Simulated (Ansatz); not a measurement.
# Ti2O: the cost of one run

Method: DFT r2SCAN, scalar-relativistic, plane waves, PAW, in Ansatz 0.2.0.

1 further run of the same task is left out (set aside as unsound or not needed).

### Step 1. The system as given

It takes space group P-3m1 (No. 164, trigonal). Conventional cell: a = 2.979 Å, b = 2.979 Å, c = 4.805 Å, α = 90.00°, β = 90.00°, γ = 120.00°. Ti (site symmetry 3m) is surrounded by 3 O at 2.14 Å. O (site symmetry -3m) has 6 Ti at 2.14 Å as nearest neighbours.

Coordinates:

```xyz
3
Lattice="2.9790 0.0000 0.0000 -1.4895 2.5799 0.0000 0.0000 0.0000 4.8053" Properties=species:S:1:pos:R:3 pbc="T T T"
Ti    1.4895    0.8600    1.2790
Ti    0.0000    1.7199    3.5263
O     0.0000    0.0000    0.0000
```

This cell was relaxed beforehand with the same method: volume 12.31 Å³/atom, gap on the mesh none (metal).

### Step 2. Level of theory: r2SCAN

input.yaml reads:

```yaml
crystal:
  lattice:
    - [2.9789705319, 0.0, 0.0]
    - [-1.489485266, 2.5798641577, 0.0]
    - [0.0, 0.0, 4.8053027723]
  atoms:
    - { symbol: Ti, position: [0.6666666667, 0.3333333333, 0.2661701761], spin: 1.0 }
    - { symbol: Ti, position: [0.3333333333, 0.6666666667, 0.7338298239], spin: 1.0 }
    - { symbol: O, position: [0.0, 0.0, 0.0] }
basis:
  ecutwfc: 500
kpoints:
  mp_grid: { grid: [18, 18, 10] }
  band_path:
    path:
      - [[0.0, 0.0, 0.0], [0.5, 0.0, 0.0], [0.33333333, 0.33333333, 0.0], [0.0, 0.0, 0.0], [0.0, 0.0, 0.5], [0.5, 0.0, 0.5], [0.33333333, 0.33333333, 0.5], [0.0, 0.0, 0.5]]
      - [[0.5, 0.0, 0.5], [0.5, 0.0, 0.0]]
      - [[0.33333333, 0.33333333, 0.5], [0.33333333, 0.33333333, 0.0]]
    npoints: 14
hamiltonian:
  xc: r2scan
scf:
  occupations: { method: gaussian, width: 0.1 }
  n_extra_bands: 7
output:
  forces: true
  stress: true
  eigenvalues: true
  populations: true
  dos: { projected: true, de: 0.02, nscf_kmesh: { grid: [27, 27, 15] } }
  bader: true
  write_density: true
  write_potential: true
  elf: true
  volumetric_format: npy
magnetization:
  spin_polarized: true
```

Started as:

```
> ansatz run input.yaml --threads 1 --pin off --max-ram 2560MiB --backend cpu --events-out ev --progress --plain --runs-dir out
```

**Question.** How long does this run take on 1 thread of Intel Xeon at 2.70GHz, shared host, and how much memory does it need?

About 4.2 min, with a peak of 1.2 GiB.
